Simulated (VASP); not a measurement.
# Ge (P6/mmm) in VASP: notebook

One crystal, Ge, is run at these levels: revPBE; tasks: single point, relaxation of cell and atoms.

All numbers are computed with VASP 6.6.1; they aren't measurements. Logs are shortened: lines on timing, memory, paths and dates and some standing lists are left out, and cuts for length are marked.

### Step 1. The structure

It takes space group P6/mmm (No. 191, hexagonal). The conventional cell has a = 4.936 Å, b = 4.936 Å, c = 2.805 Å, α = 90.00°, β = 90.00°, γ = 120.00°. Around Ge (site symmetry 6/mmm) lie 14 Ge at 2.80 to 3.18 Å. Ge (site symmetry -6m2) is surrounded by 11 Ge at 2.80 to 3.18 Å.

This isn't the form of Ge at room conditions, which is diamond.

### Step 2. Single point, revPBE

Contents of INCAR:

```
SYSTEM = Ge
PREC = Accurate ; ENCUT = 520
EDIFF = 1E-6 ; ISMEAR = -1
SIGMA = 0.1 ; LREAL = .FALSE.
LASPH = .TRUE. ; NELM = 100
ALGO = Fast ; ISIF = 2
LWAVE = .FALSE. ; LCHARG = .FALSE.
GGA = RE ; NBANDS = 28
```

Contents of KPOINTS:

```
Automatic mesh
0
G
  10 10 15
  0 0 0
```

Contents of POSCAR:

```
Ge
1.0
    4.9362174888      0.0000000000      0.0000000000
   -2.4681087444      4.2748897439      0.0000000000
    0.0000000000      0.0000000000      2.8047010167
Ge
3
Direct
    0.0000000000      1.0000000000      0.0000000000
    0.3333333333      0.6666666667      0.5000000000
    0.6666666667      0.3333333333      0.5000000000
```

Potentials or basis: VASP PAW PBE potentials, release 64 (Ge_d).

Run with:

```sh
cat potpaw_PBE.64/Ge_d/POTCAR > POTCAR
mpirun -np 1 vasp_std > vasp.out
```

OUTCAR:

```text
SYSTEM = Ge
   PREC = Accurate
   ENCUT = 520
   EDIFF = 1E-6
   ISMEAR = -1
   LREAL = .FALSE.
   LASPH = .TRUE.
   NELM = 100
   ISIF = 2
   GGA = RE

 ion  position               nearest neighbor table
   1  0.000  0.000  0.000-
   2  0.333  0.667  0.500-   3 2.85   3 2.85   3 2.85
   3  0.667  0.333  0.500-   2 2.85   2 2.85   2 2.85

  LATTYP: Found a hexagonal cell.
 ALAT       =     4.9362174888
 C/A-ratio  =     0.5681882986

  Lattice vectors:

 A1 = (   4.9362174888,   0.0000000000,   0.0000000000)
 A2 = (  -2.4681087444,   4.2748897439,   0.0000000000)
 A3 = (   0.0000000000,   0.0000000000,   2.8047010167)

Analysis of symmetry for initial positions (statically):
=====================================================================
 Subroutine PRICEL returns:
 Original cell was already a primitive cell.

 Routine SETGRP: Setting up the symmetry group for a
 hexagonal supercell.

 Subroutine GETGRP returns: Found 24 space group operations
 (whereof 24 operations were pure point group operations)
 out of a pool of 24 trial point group operations.

The static configuration has the point symmetry D_6h.

Analysis of symmetry for dynamics (positions and initial velocities):
=====================================================================
 Subroutine PRICEL returns:
 Original cell was already a primitive cell.

 Routine SETGRP: Setting up the symmetry group for a
 hexagonal supercell.

 Subroutine GETGRP returns: Found 24 space group operations
 (whereof 24 operations were pure point group operations)
 out of a pool of 24 trial point group operations.

The dynamic configuration has the point symmetry D_6h.

 Subroutine INISYM returns: Found 24 space group operations
 (whereof 24 operations are pure point group operations),
 and found     1 'primitive' translations

----------------------------------------------------------------------------------------

                                     Primitive cell

  volume of cell :      59.1842

  direct lattice vectors                    reciprocal lattice vectors
     4.936217489  0.000000000  0.000000000     0.202584267  0.116962081  0.000000000
    -2.468108744  4.274889744  0.000000000     0.000000000  0.233924162  0.000000000
     0.000000000  0.000000000  2.804701017     0.000000000  0.000000000  0.356544243

  length of vectors
     4.936217489  4.936217489  2.804701017     0.233924162  0.233924162  0.356544243

  position of ions in fractional coordinates (direct lattice)
     0.000000000  0.000000000  0.000000000
     0.333333333  0.666666667  0.500000000
     0.666666667  0.333333333  0.500000000

  ion indices of the primitive-cell ions
   primitive index   ion index
                 1           1
                 2           2
                 3           3

----------------------------------------------------------------------------------------

 KPOINTS: Automatic mesh

Automatic generation of k-mesh.
 Grid dimensions read from file:
 generate k-points for:   10   10   15

 Generating k-lattice:

  Cartesian coordinates                     Fractional coordinates (reciprocal lattice)
     0.020258427  0.011696208  0.000000000     0.100000000  0.000000000  0.000000000
     0.000000000  0.023392416  0.000000000     0.000000000  0.100000000  0.000000000
     0.000000000  0.000000000  0.023769616     0.000000000  0.000000000  0.066666667

  Length of vectors
     0.023392416  0.023392416  0.023769616

  Shift w.r.t. Gamma in fractional coordinates (k-lattice)
     0.000000000  0.000000000  0.000000000

 Subroutine IBZKPT returns following result:
 ===========================================

 Found    112 irreducible k-points:

 Following reciprocal coordinates:
            Coordinates               Weight
  0.000000  0.000000  0.000000      1.000000
  0.100000  0.000000  0.000000      6.000000
  0.200000  0.000000  0.000000      6.000000
  0.300000  0.000000  0.000000      6.000000
  0.400000  0.000000  0.000000      6.000000
  0.500000  0.000000  0.000000      3.000000
[... 16 lines left out ...]
  0.300000  0.100000  0.066667     24.000000
  0.400000  0.100000  0.066667     24.000000
 [... further k-points ...]
   k-points           NKPTS =    112   k-points in BZ     NKDIM =    112   number of bands    NBANDS=     28
   number of dos      NEDOS =    301   number of ions     NIONS =      3
   total plane-waves  NPLWV =  38400
   dimension x,y,z NGX =    40 NGY =   40 NGZ =   24
   dimension x,y,z NGXF=    80 NGYF=   80 NGZF=   48
   ions per type =               3
   NGX,Y,Z   is equivalent  to a cutoff of  13.47, 13.47, 14.23 a.u.
   NGXF,Y,Z  is equivalent  to a cutoff of  26.94, 26.94, 28.45 a.u.
 SYSTEM =  Ge
   PREC   = accura    normal or accurate (medium, high low for compatibility)
   ISTART =      0    job   : 0-new  1-cont  2-samecut
   ICHARG =      2    charge: 1-file 2-atom 10-const
   ISPIN  =      1    spin polarized calculation?
   LNONCOLLINEAR =      F non collinear calculations
   LSORBIT =      F    spin-orbit coupling
   LASPH  =      T    aspherical Exc in radial PAW
   ENCUT  =  520.0 eV  38.22 Ry    6.18 a.u.   9.18  9.18  5.21*2*pi/ulx,y,z
   NELM   =    100;   NELMIN=  2; NELMDL= -5     # of ELM steps
   EDIFF  = 0.1E-05   stopping-criterion for ELM
[... 8 lines left out ...]
   TEBEG  =    0.0;   TEEND  =   0.0 temperature during run
   PSTRESS=    0.0 pullay stress
   NELECT =      42.0000    total number of electrons
   NUPDOWN=      -1.0000    fix difference up-down
   EMIN   =  10.00;   EMAX   =-10.00  energy-range for DOS
   EFERMI =   0.00;   METHOD = LEGACY
   ISMEAR =    -1;   SIGMA  =   0.10  broadening in eV -4-tet -1-fermi 0-gaus
   EFERMI_NEDOS =   21; number of points for ismear=-14 and -15
   IALGO  =     68    algorithm
   IMIX   =      4    mixing-type and parameters
     AMIX     =   0.40;   BMIX     =  1.00
     AMIX_MAG =   1.60;   BMIX_MAG =  1.00
  volume/ion in A,a.u.               =      19.73       133.13
  Fermi-wavevector in a.u.,A,eV,Ry     =   1.460235  2.759443 29.011504  2.132285
  Thomas-Fermi vector in A             =   2.576708
   LORBIT       =      0    0 simple, 1 ext, 2 COOP (PROOUT), +10 PAW based schemes
   GGA     = RE    functional components
   LHFCALC =     F    Hartree Fock is set to
   AEXX    =    0.0000 exact exchange contribution
   IVDW    =     0    specifies the selected vdW correction
   LEPSILON=     F    determine dielectric tensor
   LRPA    =     F    only Hartree local field effects (RPA)
 non-spin polarized calculation
 RMM-DIIS sequential band-by-band and
  energy-cutoff  :      520.00
  volume of cell :       59.18
 maximum number of plane-waves:      1616
 NGX is ok and might be reduce to    40
   NGX = 19   NGY = 19   NGZ = 11

 number of electron      42.0000000 magnetization

 Free energy of the ion-electron system (eV)
  ---------------------------------------------------
  ext. energy  EPLUGINS =         0.00000000
  ---------------------------------------------------
  free energy    TOTEN  =       -11.67084349 eV

  energy without entropy =      -11.62097578  energy(sigma->0) =      -11.64590964

 E-fermi :   6.3844     XC(G=0): -10.9908

 val. band max:        6.3773379480   @ k =   0.1000   0.0000   0.3333
 cond. band min:       6.3884687297   @ k =   0.2000   0.1000   0.4000
 fundamental gap:      0.0111307816
 Fermi energy:         6.3843897854

 k-point     1 :       0.0000    0.0000    0.0000
  band No.  band energies     occupation
      1     -18.5804      2.00000
      2     -18.5246      2.00000
      3     -18.5246      2.00000
      4     -18.4737      2.00000
      5     -18.4737      2.00000
      6     -18.3723      2.00000
[... 20 lines left out ...]
     27      16.1996      0.00000
     28      16.3409      0.00000

 k-point     2 :       0.1000    0.0000    0.0000
  band No.  band energies     occupation
      1     -18.5803      2.00000
      2     -18.5248      2.00000
      3     -18.5247      2.00000
      4     -18.4738      2.00000
      5     -18.4737      2.00000
      6     -18.3718      2.00000
[... 20 lines left out ...]
     27      16.0626      0.00000
     28      16.2089      0.00000

 k-point     3 :       0.2000    0.0000    0.0000
  band No.  band energies     occupation
      1     -18.5801      2.00000
      2     -18.5252      2.00000
      3     -18.5252      2.00000
      4     -18.4739      2.00000
      5     -18.4735      2.00000
      6     -18.3702      2.00000
[... 20 lines left out ...]
     27      15.6420      0.00000
     28      15.9412      0.00000

 k-point     4 :       0.3000    0.0000    0.0000
  band No.  band energies     occupation
      1     -18.5799      2.00000
      2     -18.5260      2.00000
      3     -18.5258      2.00000
      4     -18.4741      2.00000
      5     -18.4733      2.00000
      6     -18.3674      2.00000
[... 20 lines left out ...]
     27      15.7050      0.00000
     28      15.9725      0.00000

 k-point     5 :       0.4000    0.0000    0.0000
  band No.  band energies     occupation
      1     -18.5796      2.00000
      2     -18.5268      2.00000
      3     -18.5262      2.00000
      4     -18.4743      2.00000
      5     -18.4730      2.00000
      6     -18.3638      2.00000
[... 20 lines left out ...]
     27      15.5608      0.00000
     28      15.8254      0.00000

 k-point     6 :       0.5000    0.0000    0.0000
  band No.  band energies     occupation
      1     -18.5796      2.00000
      2     -18.5271      2.00000
      3     -18.5264      2.00000
      4     -18.4743      2.00000
      5     -18.4729      2.00000
      6     -18.3614      2.00000
[... 463 lines left out ...]
      5     -18.4763      2.00000
      6     -18.3643      2.00000
[... 20 lines left out ...]
     27      15.0969      0.00000
     28      16.8739      0.00000

 k-point    22 :       0.2000    0.1000    0.0667
  band No.  band energies     occupation
      1     -18.5733      2.00000
      2     -18.5255      2.00000
      3     -18.5254      2.00000
      4     -18.4766      2.00000
      5     -18.4761      2.00000
      6     -18.3622      2.00000
[... 20 lines left out ...]
     27      14.7460      0.00000
     28      17.1176      0.00000

 k-point    23 :       0.3000    0.1000    0.0667
  band No.  band energies     occupation
      1     -18.5731      2.00000
      2     -18.5261      2.00000
      3     -18.5259      2.00000
      4     -18.4767      2.00000
      5     -18.4758      2.00000
      6     -18.3590      2.00000
[... 20 lines left out ...]
     27      14.4973      0.00000
     28      16.9728      0.00000

 k-point    24 :       0.4000    0.1000    0.0667
  band No.  band energies     occupation
      1     -18.5729      2.00000
      2     -18.5266      2.00000
      3     -18.5262      2.00000
      4     -18.4768      2.00000
      5     -18.4756      2.00000
      6     -18.3555      2.00000
[... 20 lines left out ...]
     27      14.3562      0.00000
     28      15.3561      0.00000

 [... further k-points ...]

------------------------ aborting loop because EDIFF is reached ----------------------------------------

  FORCE on cell =-STRESS in cart. coord.  units (eV):
  Direction    XX          YY          ZZ          XY          YZ          ZX
  --------------------------------------------------------------------------------------
  -------------------------------------------------------------------------------------
  Total        0.0418245      0.0418245      0.1259649      0.0000000      0.0000000     -0.0000000
  in kB        1.1322318      1.1322318      3.4099997      0.0000000      0.0000000     -0.0000000
  external PRESSURE =       1.8914877 kB  Pullay stress =       0.0000000 kB

 VOLUME and BASIS-vectors are now :
 -----------------------------------------------------------------------------
  energy-cutoff  :      520.00
  volume of cell :       59.18
      direct lattice vectors                 reciprocal lattice vectors
     4.936217489  0.000000000  0.000000000     0.202584267  0.116962081  0.000000000
    -2.468108744  4.274889744  0.000000000     0.000000000  0.233924162  0.000000000
     0.000000000  0.000000000  2.804701017     0.000000000  0.000000000  0.356544243

 POSITION                                       TOTAL-FORCE (eV/Angst)
 -----------------------------------------------------------------------------------
      0.00000      0.00000      0.00000         0.000000      0.000000      0.000000
     -0.00000      2.84993      1.40235        -0.000000      0.000000     -0.000000
      2.46811      1.42496      1.40235         0.000000     -0.000000      0.000000
 -----------------------------------------------------------------------------------
    total drift:                               -0.000000      0.000000      0.000000

  FREE ENERGIE OF THE ION-ELECTRON SYSTEM (eV)
  ---------------------------------------------------
  free  energy   TOTEN  =       -11.6708434929 eV

  energy  without entropy=      -11.6209757826  energy(sigma->0) =      -11.64590964
```

It took 2.3 min on 1 thread of Intel Xeon Platinum 8488C (Sapphire Rapids), shared host; peak memory 0.27 GiB.

Results:

- Free energy: -11.6708 eV
- Pressure: 0.2 GPa
- Band gap on the k mesh: none (metal or under the smearing width)

Levels at points of the mesh, in eV from the Fermi level:
```tsv
k point	band 19	band 20	band 21	band 22	band 23	band 24
(0.00, 0.00, 0.00)	-3.15	-3.15	-3.07	-3.07	5.17	8.15
(0.50, 0.00, 0.00)	-5.22	0.75	0.85	2.66	2.97	4.29
```

Caveat: the PAW data sets were made with another functional, which shifts forces and pressure a little.

(Continued in part 2 of 3.)
